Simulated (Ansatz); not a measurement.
SnS under strain: Sn-119 Mössbauer parameters

Cell: a COD entry, relaxed with PBE at fixed cell and then changed (z compressed by 1 %, ions relaxed).

```cif
data_structure
_symmetry_space_group_name_H-M 'P 1'
_symmetry_Int_Tables_number 1
_cell_length_a 11.3200
_cell_length_b 4.0500
_cell_length_c 4.1996
_cell_angle_alpha 90.000
_cell_angle_beta 90.000
_cell_angle_gamma 90.000
_cell_volume 192.53
loop_
_atom_site_label
_atom_site_type_symbol
_atom_site_fract_x
_atom_site_fract_y
_atom_site_fract_z
_atom_site_occupancy
Sn1 Sn 0.12019 0.25000 0.10447 1
Sn2 Sn 0.37981 0.75000 0.60447 1
Sn3 Sn 0.62019 0.25000 0.39553 1
Sn4 Sn 0.87981 0.75000 0.89553 1
S5 S 0.85148 0.25000 0.47714 1
S6 S 0.64852 0.75000 0.97714 1
S7 S 0.35148 0.25000 0.02286 1
S8 S 0.14852 0.75000 0.52286 1
```

Sites (sets of like atoms) are named by element and the number of their first atom in this list.

All values are calculated (Ansatz; DFT, PBE, plane waves and PAW, scalar-relativistic, 420 eV cutoff, Γ-centred 4×11×10 k-points, Fermi–Dirac smearing 0.02 eV), not measured.

Isomer shifts (against SnO₂) follow from the electron density at the nucleus, δ = α(ρ − ρ₀), with α = 0.099 mm s⁻¹ a₀³ and ρ₀ = 183191.44 a₀⁻³ from a line fitted to 8 measured compounds at this level of theory (rms miss 0.12 mm/s). ΔE_Q = ½eQV_zz(1 + η²/3)^½ with Q = -0.132 b for the 23.9 keV state.

Q: Where do the absorption lines lie?

A: Sn (4 atoms a cell): δ = 3.35, |ΔE_Q| = 0.94 mm/s, a doublet at 2.88 and 3.82 mm/s.

Without spin–orbit coupling (the program notes it for Sn) the gradients can shift somewhat, as the gap is small. Shifts outside the range of the fitted compounds (-0.5 to 3.2 mm/s for Sn) are extrapolations.

The relaxation (4 steps) took 2.4 min of wall time (2.4 min of CPU time) and 1.1 GiB at its peak, on 1 thread of Intel Xeon Platinum 8488C (Sapphire Rapids) (x86_64; 16 cores open to the job, memory cap 3.0 GiB, no GPU), a shared host with a load of 0.6 a core.
